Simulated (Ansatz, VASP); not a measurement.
**HfH3 in VASP and in Ansatz**

```xyz
4
Lattice="3.0846 0.0000 0.0000 0.0000 3.0846 0.0000 0.0000 0.0000 3.0846" Properties=species:S:1:pos:R:3 pbc="T T T"
Hf    0.0000    0.0000    0.0000
H     0.0000    1.5423    1.5423
H     1.5423    0.0000    1.5423
H     1.5423    1.5423    0.0000
```

The cell comes from a database or a generator and needn't be the stable form of this composition.

Alike in both runs: task single point; functional LDA; k mesh 6 × 6 × 6; occupations fermi-dirac, width 0.1 eV; no spin polarisation.

|  | VASP | Ansatz |
| --- | --- | --- |
| version | VASP 6.6.1 | Ansatz 0.2.0 |
| potentials or method | VASP PAW LDA potentials, release 64 (Hf_pv, H) | plane waves, PAW |
| plane-wave cutoff (eV) | 520 | 420 |
| valence electrons in the cell | 13 | 29 |

Ansatz gave:

| Quantity | Value |
| --- | --- |
| pressure (GPa) | -6.3 |

**Question.** What did VASP give for the same quantities?

**Answer.** Pressure (GPa): -6.6.

The two sets of potentials don't hold the same shells in valence.

Spin-orbit coupling is left out, which matters for the levels of Hf.
